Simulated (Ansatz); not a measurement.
# BaTiO3 (R3m): an equation of state far from equilibrium

Aim: energy and pressure of BaTiO3 (R3m) over a wide range of volumes, and a fit.

Method: DFT r²SCAN, scalar-relativistic, plane waves, PAW, in Ansatz 0.2.0.

### Step 1. The structure to begin with

Symmetry: R3m, No. 160, trigonal system. Conventional cell: a = 5.681 Å, b = 5.681 Å, c = 6.993 Å, α = 90.00°, β = 90.00°, γ = 120.00°. Ba (site symmetry 3m) has 12 O at 2.78 to 2.93 Å as nearest neighbours. Ti (site symmetry 3m) has 6 O at 1.87 to 2.16 Å as nearest neighbours. O (site symmetry m) is surrounded by 2 Ti at 1.87 to 2.16 Å.

Structure file:

```
Ba Ti O
1.0
     2.84032    1.63986    2.33110
    -2.84032    1.63986    2.33110
     0.00000   -3.27972    2.33110
Ba Ti O
1 1 3
Direct
  0.99672 0.99672 0.99672
  0.48331 0.48331 0.48331
  0.50986 0.50986 0.01944
  0.01944 0.50986 0.50986
  0.50986 0.01944 0.50986
```

This cell comes from an earlier session at r²SCAN: 13.029 Å³/atom at 0.00 GPa, on a 6×6×6 mesh.

### Step 2. Volume × 0.96

Contents of input.yaml:

```yaml
crystal:
  lattice:
    - [2.8019324945, 1.61769648, 2.2995966828]
    - [-2.8019324945, 1.61769648, 2.2995966828]
    - [0.0, -3.2353929599, 2.2995966828]
  atoms:
    - { symbol: Ba, position: [-0.0032775326, -0.0032775326, -0.0032775326] }
    - { symbol: Ti, position: [0.4833123891, 0.4833123891, 0.4833123891] }
    - { symbol: O, position: [0.5098611305, 0.5098611305, 0.0194428825] }
    - { symbol: O, position: [0.0194428825, 0.5098611305, 0.5098611305] }
    - { symbol: O, position: [0.5098611305, 0.0194428825, 0.5098611305] }
basis:
  ecutwfc: 500
  ecutrho_ratio: 4
kpoints:
  mp_grid: { grid: [6, 6, 6] }
hamiltonian:
  xc: r2scan
scf:
  occupations: { method: gaussian, width: 0.05 }
output:
  forces: true
  stress: true
  eigenvalues: true
relax:
  f_tol: 0.01
  max_steps: 40
  cell: { stress_tol: 0.1, fix: [volume] }
```

Started as:

```
ansatz run input.yaml --threads 2 --pin off --max-ram 5120MiB --backend cpu --events-out ev --progress --plain --runs-dir out
```

After this run come: Volume × 1.04; Volume × 0.92; Volume × 0.88; Volume × 0.84; Volume × 0.8.

Q: Predict the outcome of this session. Wanted: range of pressure; V0; B0; B0′.

**Answer**, as computed:

| quantity | value |
| --- | --- |
| range of pressure | -3.9 to 56.7 GPa |
| V0 (fit) | 13.02 Å³/atom |
| B0 (fit) | 119 GPa |
| B0′ (fit) | 7.38 |

A third-order Birch-Murnaghan fit follows the points with an rms miss of 0.47 meV/atom. Shape and atoms relax at each volume. The space group changes along the series. Other structures may be lower in enthalpy at these pressures.
